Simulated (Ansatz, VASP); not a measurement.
**GaN: VASP beside Ansatz**

Aim: how closely do two programs agree when they are given the same cell, functional and k mesh? The cell is taken from a series of runs on this material, whose earlier steps may have relaxed, scaled, displaced or heated it; both programs get it as it stands.

Main program and level: Ansatz 0.2.0; plane waves, with VASP 6.6.1 beside it; zone-centre phonons at LDA.

## Step 1: Set-up

The structure is tetragonal, space group I-4m2 (No. 119). The conventional cell has a = 3.185 Å, b = 3.185 Å, c = 4.322 Å, α = 90.00°, β = 90.00°, γ = 90.00°. Nearest to N lie 4 Ga at 1.92 Å. Ga has 4 N at 1.92 Å nearest. Farther neighbours and most contacts between anions are not listed.

Structure file:

```xyz
2
Lattice="0.0000 2.2521 2.1608 2.2521 0.0000 2.1608 2.2521 2.2521 0.0000" Properties=species:S:1:pos:R:3 pbc="T T T"
N     1.1261    1.1261    1.0804
Ga    0.0000    0.0000    0.0000
```

## Step 2: VASP: zone-centre phonons, LDA

Second derivatives magnify differences that forces hide, and they need a tight electronic threshold.

Lines of VASP's logs that name or quote its potential files are left out, and so is its time.

Contents of INCAR:

```
SYSTEM = GaN
PREC = Accurate
ENCUT = 600
EDIFF = 1E-08
NELM = 120
ISMEAR = 0
SIGMA = 0.01
LREAL = .FALSE.
ALGO = Normal
GGA = PW92
NBANDS = 15
LORBIT = 11
LWAVE = .FALSE.
LCHARG = .FALSE.
ISIF = 2
IBRION = 8
LEPSILON = .TRUE.
LASPH = .TRUE.
GGA_COMPAT = .FALSE.
EFERMI = MIDGAP
KPAR = 2
```

Contents of POSCAR:

```
GaN
1.0
    0.0000000000      2.2521389539      2.1607744375
    2.2521389539      0.0000000000      2.1607744375
    2.2521389539      2.2521389539      0.0000000000
N Ga
1 1
Direct
    0.2500000000      0.2500000000      0.2500000000
    0.0000000000      0.0000000000      0.0000000000
```

Contents of KPOINTS:

```
Automatic mesh
0
Gamma
12 12 12
0 0 0
```

Potentials, in the order of the species: N and Ga_d (LDA family, release 64).

The run is started by

```sh
mpirun -np 2 vasp_std
```

Numbers of over 12 decimals in the logs are rounded to 6 here.

The log of the run:

```text
[banner, memory and clock lines left out]
running    2 mpi-ranks, on    1 nodes
 distrk:  each k-point on    1 cores,    2 groups
 distr:  one band on    1 cores,    1 groups

 POSCAR found type information on POSCAR N Ga
 POSCAR found :  2 types and       2 ions
|                                                                             |
|               ----> ADVICE to this user running VASP <----                  |
|                                                                             |
|     You enforced a specific xc type in the INCAR file but a different       |
|     [... a line on the potential file left out ...]
|     I HOPE YOU KNOW WHAT YOU ARE DOING!                                     |
|                                                                             |

 LDA part: xc-table for (Slater(with rela. corr.)+PW92), standard interpolation
 POSCAR, INCAR and KPOINTS ok, starting setup
 FFT: planning ... GRIDC
 FFT: planning ... GRID_SOFT
 FFT: planning ... GRID
 WAVECAR not read
 entering main loop
       N       E                     dE             d eps       ncg     rms          rms(c)
DAV:   1     0.877306486887E+02    0.87731E+02   -0.10302E+04  5449   0.237E+03
DAV:   2    -0.974307322197E+01   -0.97474E+02   -0.90730E+02  5548   0.362E+02
DAV:   3    -0.159764873491E+02   -0.62334E+01   -0.62046E+01  5611   0.771E+01
DAV:   4    -0.160463958702E+02   -0.69909E-01   -0.69895E-01  6102   0.858E+00
DAV:   5    -0.160472855608E+02   -0.88969E-03   -0.88968E-03  5785   0.916E-01    0.767E+00
DAV:   6    -0.139953745146E+02    0.20519E+01   -0.52379E+00  7341   0.446E+01    0.265E+00
DAV:   7    -0.139688179878E+02    0.26557E-01   -0.27409E-01  5633   0.645E+00    0.169E+00
DAV:   8    -0.139439424777E+02    0.24876E-01   -0.69148E-02  5877   0.306E+00    0.690E-01
DAV:   9    -0.139406100681E+02    0.33324E-02   -0.13113E-02  6678   0.260E+00    0.192E-01
DAV:  10    -0.139406474995E+02   -0.37431E-04   -0.16289E-03  6031   0.597E-01    0.715E-02
DAV:  11    -0.139405863924E+02    0.61107E-04   -0.21122E-04  7518   0.269E-01    0.838E-03
DAV:  12    -0.139405883004E+02   -0.19081E-05   -0.17235E-05  5597   0.487E-02    0.189E-03
DAV:  13    -0.139405882945E+02    0.59390E-08   -0.56428E-07  7556   0.150E-02    0.474E-04
DAV:  14    -0.139405882963E+02   -0.18390E-08   -0.28589E-08  5484   0.165E-03
   1 F= -.13940588E+02 E0= -.13940588E+02  d E =0.000000E+00
 Linear response reoptimize wavefunctions to high precision
DAV:   1    -0.139405882962E+02    0.12778E-09   -0.21980E-09  4529   0.573E-04
DAV:   2    -0.139405882962E+02   -0.43656E-10   -0.47791E-10  3096   0.203E-04
 Linear response G [H, r] |phi>, progress :
  Direction:   1
       N       E                     dE             d eps       ncg     rms
 LRF_COMMUTATOR internal error: the vector H(1)-e(1) S(1) |phi(0)> is not orthog
 onal to |phi(0)> (-1.026879424959048E-004,-1.293409823688307E-014)
 LRF_COMMUTATOR internal error: the vector H(1)-e(1) S(1) |phi(0)> is not orthog
 onal to |phi(0)> (1.199193839017676E-004,-1.187938636348917E-014)
 LRF_COMMUTATOR internal error: the vector H(1)-e(1) S(1) |phi(0)> is not orthog
 onal to |phi(0)> (1.211934703387318E-004,-1.180999742445010E-014)
 LRF_COMMUTATOR internal error: the vector H(1)-e(1) S(1) |phi(0)> is not orthog
 onal to |phi(0)> (1.186806600780143E-004,-9.089951014118469E-015)
 LRF_COMMUTATOR internal error: the vector H(1)-e(1) S(1) |phi(0)> is not orthog
 onal to |phi(0)> (-1.110819405840680E-004,-6.966649479522857E-015)
 LRF_COMMUTATOR internal error: the vector H(1)-e(1) S(1) |phi(0)> is not orthog
 onal to |phi(0)> (-1.094712073953924E-004,-1.629252288637417E-014)
 LRF_COMMUTATOR internal error: the vector H(1)-e(1) S(1) |phi(0)> is not orthog
 onal to |phi(0)> (1.082138298135566E-004,-1.075528555105620E-014)
 LRF_COMMUTATOR internal error: the vector H(1)-e(1) S(1) |phi(0)> is not orthog
 onal to |phi(0)> (-1.007183964019318E-004,1.103284130721249E-015)
 LRF_COMMUTATOR internal error: the vector H(1)-e(1) S(1) |phi(0)> is not orthog
 onal to |phi(0)> (-1.293725860937248E-004,-1.440514374451141E-014)
 LRF_COMMUTATOR internal error: the vector H(1)-e(1) S(1) |phi(0)> is not orthog
 onal to |phi(0)> (1.373922266302736E-004,-4.302114220422482E-016)
 LRF_COMMUTATOR internal error: the vector H(1)-e(1) S(1) |phi(0)> is not orthog
 onal to |phi(0)> (-1.005547767909537E-004,-7.431555371084642E-015)
 LRF_COMMUTATOR internal error: the vector H(1)-e(1) S(1) |phi(0)> is not orthog
 onal to |phi(0)> (1.224323260704176E-004,-1.495678580987203E-014)
 LRF_COMMUTATOR internal error: the vector H(1)-e(1) S(1) |phi(0)> is not orthog
 onal to |phi(0)> (-1.072940747244289E-004,-6.911138328291599E-015)
 LRF_COMMUTATOR internal error: the vector H(1)-e(1) S(1) |phi(0)> is not orthog
 onal to |phi(0)> (-1.091226400927667E-004,-1.486311074216928E-014)
[...]
RMM:   1    -0.507018451890E-01   -0.50702E-01    0.16579E+00  5312   0.747E+00
RMM:   2    -0.292409735428E+00   -0.24171E+00   -0.29514E-02  9921   0.148E+00
RMM:   3    -0.294289705019E+00   -0.18800E-02   -0.45246E-03 10147   0.375E-01
RMM:   4    -0.294349772590E+00   -0.60068E-04   -0.13540E-04 10393   0.878E-02
RMM:   5    -0.294355349234E+00   -0.55766E-05   -0.10373E-05 10441   0.223E-02
RMM:   6    -0.294355529254E+00   -0.18002E-06   -0.28138E-07 10401   0.646E-03
[...]
change of polarisation eV/A/(eV/A) component  2 :     0.076     0.570     0.007
 dielectric tensor                  component  2 :     0.625     5.703     0.058
 Linear response to external field, progress :
  Direction:   3
       N       E                     dE             d eps       ncg     rms          rms(c)
RMM:   1    -0.507024466942E-01   -0.50702E-01    0.16579E+00  9096   0.747E+00
RMM:   2    -0.292409335580E+00   -0.24171E+00   -0.29511E-02 17135   0.148E+00    0.823E-01
RMM:   3    -0.288003492617E+00    0.44058E-02   -0.47441E-03 16856   0.557E-01    0.471E-01
RMM:   4    -0.296122869912E+00   -0.81194E-02   -0.41018E-03 16892   0.564E-01    0.333E-02
RMM:   5    -0.296222012268E+00   -0.99142E-04   -0.26966E-04 17595   0.139E-01    0.282E-02
RMM:   6    -0.296234147914E+00   -0.12136E-04   -0.26869E-05 17436   0.364E-02    0.100E-02
RMM:   7    -0.296485022751E+00   -0.25087E-03   -0.43092E-06 17092   0.148E-02    0.150E-03
RMM:   8    -0.296475887906E+00    0.91348E-05   -0.43441E-07 17765   0.407E-03    0.296E-04
RMM:   9    -0.296479298566E+00   -0.34107E-05   -0.89869E-08 17709   0.981E-04    0.147E-04
RMM:  10    -0.296476468059E+00    0.28305E-05   -0.37859E-08 17501   0.354E-04    0.416E-05
RMM:  11    -0.296476794101E+00   -0.32604E-06   -0.19322E-08 13215   0.111E-04    0.747E-06
 change of polarisation eV/A/(eV/A) component  3 :     0.158     0.021     0.563
 dielectric tensor                  component  3 :     1.308     0.176     5.645
 Linear response DOF=           4
 Linear response progress:
  Degree of freedom:   1/  4
       N       E                     dE             d eps       ncg     rms          rms(c)
RMM:   1    -0.236562558851E+00   -0.23656E+00    0.92887E-02 33842   0.409E+00
RMM:   2    -0.227398246264E+00    0.91643E-02   -0.89863E-03 24723   0.105E+00    0.146E-01
RMM:   3    -0.228474117192E+00   -0.10759E-02   -0.15753E-03 27360   0.340E-01    0.713E-02
RMM:   4    -0.229711361142E+00   -0.12372E-02   -0.37403E-04 27270   0.136E-01    0.177E-02
RMM:   5    -0.229788486529E+00   -0.77125E-04   -0.12335E-05 28026   0.315E-02    0.258E-03
RMM:   6    -0.229739917563E+00    0.48569E-04   -0.86847E-07 27592   0.802E-03    0.121E-03
RMM:   7    -0.229733464525E+00    0.64530E-05   -0.39121E-08 28892   0.199E-03    0.198E-04
RMM:   8    -0.229732046839E+00    0.14177E-05   -0.55109E-09 28501   0.508E-04    0.267E-05
RMM:   9    -0.229731710635E+00    0.33620E-06   -0.14982E-09 28922   0.152E-04    0.102E-05
RMM:  10    -0.229731870322E+00   -0.15969E-06   -0.11546E-09 28307   0.622E-05    0.133E-06
RMM:  11    -0.229731869642E+00    0.68034E-09   -0.10062E-09 28730   0.295E-05    0.335E-07
 first order change of Fermi-energy   0.18219E-03
 force on displaced ion       1 direction 1 : -13.822   0.000  -0.000
 Born effective charge ion    1 direction 1 :  -2.649   0.000   0.000
 Linear response progress:
  Degree of freedom:   2/  4
       N       E                     dE             d eps       ncg     rms          rms(c)
RMM:   1    -0.236129016745E+00   -0.23613E+00    0.92434E-02 19294   0.403E+00
RMM:   2    -0.227665948759E+00    0.84631E-02   -0.85771E-03 14454   0.103E+00    0.144E-01
RMM:   3    -0.228748876483E+00   -0.10829E-02   -0.15192E-03 16072   0.333E-01    0.710E-02
RMM:   4    -0.229985037129E+00   -0.12362E-02   -0.34568E-04 15906   0.131E-01    0.180E-02
RMM:   5    -0.230084065987E+00   -0.99029E-04   -0.12334E-05 16548   0.311E-02    0.299E-03
RMM:   6    -0.230025405883E+00    0.58660E-04   -0.91076E-07 16086   0.805E-03    0.125E-03
RMM:   7    -0.230017596350E+00    0.78095E-05   -0.45029E-08 17016   0.201E-03    0.131E-04
RMM:   8    -0.230016562918E+00    0.10334E-05   -0.45256E-09 16678   0.491E-04    0.233E-05
RMM:   9    -0.230016217909E+00    0.34501E-06   -0.22046E-09 16879   0.149E-04    0.992E-06
RMM:  10    -0.230016348835E+00   -0.13093E-06   -0.13732E-09 16708   0.612E-05    0.156E-06
RMM:  11    -0.230016367747E+00   -0.18912E-07   -0.14151E-09 16785   0.291E-05    0.702E-07
RMM:  12    -0.230016359206E+00    0.85412E-08   -0.14386E-09 15528   0.199E-05    0.146E-07
 first order change of Fermi-energy   0.13574E-02
 force on displaced ion       1 direction 3 :   0.000   0.000 -13.118
 Born effective charge ion    1 direction 3 :   0.000   0.000  -2.578
 Linear response progress:
  Degree of freedom:   3/  4
       N       E                     dE             d eps       ncg     rms          rms(c)
RMM:   1    -0.163555161670E+00   -0.16356E+00    0.26817E-01 18245   0.925E+00
RMM:   2    -0.161222776504E+00    0.23324E-02   -0.35204E-02 27874   0.169E+00    0.567E-02
RMM:   3    -0.161393994595E+00   -0.17122E-03   -0.25226E-03 28215   0.403E-01    0.343E-02
RMM:   4    -0.161020825524E+00    0.37317E-03   -0.17726E-04 29729   0.112E-01    0.369E-03
RMM:   5    -0.161031551060E+00   -0.10726E-04   -0.11657E-05 30385   0.322E-02    0.220E-03
RMM:   6    -0.161025832991E+00    0.57181E-05   -0.14404E-06 30435   0.102E-02    0.330E-04
RMM:   7    -0.161025898788E+00   -0.65797E-07   -0.11646E-07 30919   0.350E-03    0.225E-04
RMM:   8    -0.161025976082E+00   -0.77295E-07   -0.22046E-08 30614   0.120E-03    0.303E-05
RMM:   9    -0.161025973158E+00    0.29241E-08   -0.33788E-08 31201   0.441E-04    0.113E-05
 first order change of Fermi-energy  -0.46610E-05
 force on displaced ion       2 direction 1 : -13.817   0.000   0.000
 Born effective charge ion    2 direction 1 :   2.648   0.000   0.000
 Linear response progress:
  Degree of freedom:   4/  4
       N       E                     dE             d eps       ncg     rms          rms(c)
RMM:   1    -0.162708084897E+00   -0.16271E+00    0.30469E-01 10693   0.930E+00
RMM:   2    -0.160884015789E+00    0.18241E-02   -0.35191E-02 16249   0.168E+00    0.553E-02
RMM:   3    -0.161037625795E+00   -0.15361E-03   -0.23049E-03 16585   0.386E-01    0.334E-02
RMM:   4    -0.160668037586E+00    0.36959E-03   -0.13937E-04 17259   0.108E-01    0.341E-03
RMM:   5    -0.160678298201E+00   -0.10261E-04   -0.12229E-05 17829   0.309E-02    0.202E-03
RMM:   6    -0.160673441146E+00    0.48571E-05   -0.15982E-06 17810   0.987E-03    0.316E-04
RMM:   7    -0.160673450131E+00   -0.89843E-08    0.84524E-08 18036   0.341E-03    0.150E-04
 first order change of Fermi-energy   0.17693E-05
 force on displaced ion       2 direction 3 :   0.000   0.000 -13.121
 Born effective charge ion    2 direction 3 :   0.000   0.000   2.577
 Born effective charges drift removed
 Linear response finished
```

Parts of OUTCAR (step 2):

```text
ion  position               nearest neighbor table
   1  0.250  0.250  0.250-   2 1.92   2 1.92   2 1.92   2 1.92
   2  0.000  0.000  0.000-   1 1.92   1 1.92   1 1.92   1 1.92

  LATTYP: Found a body centered tetragonal cell.
 ALAT       =     3.1850054530
 C/A-ratio  =     1.3568419078

 Subroutine GETGRP returns: Found  8 space group operations
 (whereof  8 operations were pure point group operations)

The static configuration has the point symmetry D_2d.

 Found    163 irreducible k-points:

   k-points           NKPTS =    163   k-points in BZ     NKDIM =    163   number of bands    NBANDS=     15

   dimension x,y,z NGX =    28 NGY =   28 NGZ =   28
   dimension x,y,z NGXF=    56 NGYF=   56 NGZF=   56

   ENCUT  =  600.0 eV  44.10 Ry    6.64 a.u.   6.23  6.23  6.36*2*pi/ulx,y,z

   NELECT =      18.0000    total number of electrons

 k-points in reciprocal lattice and weights: Automatic mesh
   0.00000000  0.00000000  0.00000000       0.001
   0.08333333 -0.00000000  0.00000000       0.005
   0.16666667  0.00000000  0.00000000       0.005
   0.25000000 -0.00000000  0.00000000       0.005
   0.33333333 -0.00000000  0.00000000       0.005
   0.41666667 -0.00000000  0.00000000       0.005
   0.50000000 -0.00000000  0.00000000       0.002
   0.08333333  0.08333333  0.00000000       0.001
   0.16666667  0.08333333  0.00000000       0.005
[...]
-0.33333333  0.16666667  0.50000000       0.002
  -0.25000000  0.25000000  0.50000000       0.001

 average (electrostatic) potential at core
       1 -61.5432       2 -64.2850

  Total        0.1172207      0.1172207      0.7740278      0.0000000      0.0000000     -0.0000000
  in kB        8.5681114      8.5681114     56.5766636      0.0000000      0.0000000     -0.0000000
  external PRESSURE =      24.5709621 kB  Pullay stress =       0.0000000 kB

  energy-cutoff  :      600.00
  volume of cell :       21.92
      direct lattice vectors                 reciprocal lattice vectors
     0.000000000  2.252138954  2.160774438    -0.222011168  0.222011168  0.231398517
     2.252138954  0.000000000  2.160774438     0.222011168 -0.222011168  0.231398517
     2.252138954  2.252138954  0.000000000     0.222011168  0.222011168 -0.231398517

 POSITION                                       TOTAL-FORCE (eV/Angst)
 -----------------------------------------------------------------------------------
      1.12607      1.12607      1.08039         0.000000      0.000000      0.000000
      0.00000      0.00000      0.00000         0.000000      0.000000      0.000000
 -----------------------------------------------------------------------------------
    total drift:                               -0.000000     -0.000000     -0.000000

 MACROSCOPIC STATIC DIELECTRIC TENSOR (including local field effects in DFT)
 ------------------------------------------------------
           5.703142     0.000000     0.000000
          -0.000000     5.703142     0.000000
           0.000000    -0.000000     5.644903
 ------------------------------------------------------

 PIEZOELECTRIC TENSOR (including local field effects)  for field in x, y, z        (C/m^2)
          XX          YY          ZZ          XY          YZ          ZX
  --------------------------------------------------------------------------------
  x     0.00000     0.00000     0.00000     0.00000    -0.99392     0.00000
  y     0.00000     0.00000     0.00000     0.00000     0.00000    -0.99393
  z     0.00000     0.00000     0.00000    -1.04512     0.00000     0.00000

 BORN EFFECTIVE CHARGES (including local field effects) (in |e|, cummulative output)
 ---------------------------------------------------------------------------------
 ion    1
    1    -2.64824     0.00000     0.00000
    2     0.00000    -2.64824     0.00000
    3     0.00000     0.00000    -2.57777
 ion    2
    1     2.64824     0.00000     0.00000
    2     0.00000     2.64824     0.00000
    3     0.00000     0.00000     2.57777

 Eigenvectors and eigenvalues of the dynamical matrix
 ----------------------------------------------------

   1 f  =   17.020888 THz   106.945395 2PiTHz  567.755716 cm-1    70.392706 meV
             X         Y         Z           dx          dy          dz
      1.126069  1.126069  1.080387     0.912592   -0.000000    0.000000
      0.000000  0.000000  0.000000    -0.408872    0.000000    0.000000

   2 f  =   17.020888 THz   106.945395 2PiTHz  567.755716 cm-1    70.392706 meV
             X         Y         Z           dx          dy          dz
      1.126069  1.126069  1.080387     0.000000    0.912592    0.000000
      0.000000  0.000000  0.000000    -0.000000   -0.408872   -0.000000

   3 f  =   16.582382 THz   104.190176 2PiTHz  553.128711 cm-1    68.579189 meV
             X         Y         Z           dx          dy          dz
      1.126069  1.126069  1.080387     0.000000    0.000000   -0.912546
      0.000000  0.000000  0.000000    -0.000000   -0.000000    0.408974

   4 f/i=    0.000712 THz     0.004475 2PiTHz    0.023755 cm-1     0.002945 meV
             X         Y         Z           dx          dy          dz
      1.126069  1.126069  1.080387     0.000000   -0.000000    0.408974
      0.000000  0.000000  0.000000     0.000000   -0.000000    0.912546

   5 f/i=    0.001178 THz     0.007403 2PiTHz    0.039302 cm-1     0.004873 meV
             X         Y         Z           dx          dy          dz
      1.126069  1.126069  1.080387    -0.404112    0.062207    0.000000
      0.000000  0.000000  0.000000    -0.901968    0.138845    0.000000

   6 f/i=    0.001178 THz     0.007403 2PiTHz    0.039302 cm-1     0.004873 meV
             X         Y         Z           dx          dy          dz
      1.126069  1.126069  1.080387    -0.062207   -0.404112   -0.000000
      0.000000  0.000000  0.000000    -0.138845   -0.901968   -0.000000

 MACROSCOPIC STATIC DIELECTRIC TENSOR IONIC CONTRIBUTION
 ------------------------------------------------------
           4.189447     0.000000     0.000000
           0.000000     4.189447    -0.000000
           0.000000    -0.000000     4.181319
 ------------------------------------------------------

 ELASTIC MODULI CONTR FROM IONIC RELAXATION (kBar)
 Direction    XX          YY          ZZ          XY          YZ          ZX
 --------------------------------------------------------------------------------
 XX           0.0000      0.0000      0.0000      0.0000      0.0000      0.0000
 YY           0.0000      0.0000      0.0000      0.0000      0.0000      0.0000
 ZZ           0.0000      0.0000      0.0000      0.0000      0.0000      0.0000
 XY           0.0000      0.0000      0.0000   -484.7669     -0.0000      0.0000
 YZ           0.0000      0.0000      0.0000     -0.0000   -490.9153      0.0000
 ZX           0.0000      0.0000      0.0000      0.0000      0.0000   -476.8815
 --------------------------------------------------------------------------------

 PIEZOELECTRIC TENSOR IONIC CONTR  for field in x, y, z        (C/m^2)
          XX          YY          ZZ          XY          YZ          ZX
  --------------------------------------------------------------------------------
  x     0.00000     0.00000     0.00000     0.00000     1.34944    -0.00000
  y     0.00000     0.00000     0.00000    -0.00000    -0.00000     1.33001
  z     0.00000     0.00000     0.00000     1.33966     0.00000    -0.00000
```

The dielectric response converges more slowly with the mesh than energies do, so tensor and charges may still move on a finer one.

(Continued in part 2 of 2.)

[Lines on the potential files, build, host, timing and source positions are cut from VASP's logs without a mark.]

[Logs are printed without paths, hosts, clocks, repeated set-up lines and the standing remarks that a program may print on its own settings, such as how far it seeks lower states.]

[Hosts, paths, dates, database ids (printed as entryN), source tags and the programs' standing remarks are cut or masked in the printed files.]
